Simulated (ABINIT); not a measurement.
The system is Ti2C.

```
Ti C
1.0
     1.54070    0.88952    4.81377
    -1.54070    0.88952    4.81377
     0.00000   -1.77905    4.81377
Ti C
2 1
Direct
  0.75450 0.75450 0.75450
  0.24550 0.24550 0.24550
  0.50000 0.50000 0.50000
```

The cell comes from a database or a generator and needn't be the stable form of this composition.

Base run:

| Item | Value |
| --- | --- |
| Program | ABINIT 10.8.3 (patched build) |
| Functional | PBEsol |
| Potentials or basis | PseudoDojo NC SR PBEsol v0.4.1 standard |
| Cutoff | 1034 eV |
| k mesh | 8 × 8 × 8 |
| Occupations | fermi-dirac, width 0.05 eV |
| Spin | no spin polarisation |

Its results: band gap on the k mesh none (metal or under the smearing width); pressure -4.8 GPa; largest force 0.169 eV/Å.

The run is repeated on the same cell with these changes: functional from PBEsol to LDA; potentials or basis from PseudoDojo NC SR PBEsol v0.4.1 standard to PseudoDojo NC SR LDA v0.4 stringent. What comes out?

Band gap on the k mesh none (metal or under the smearing width); pressure -9.3 GPa; largest force 0.348 eV/Å.

Not every run made on this cell is shown here.
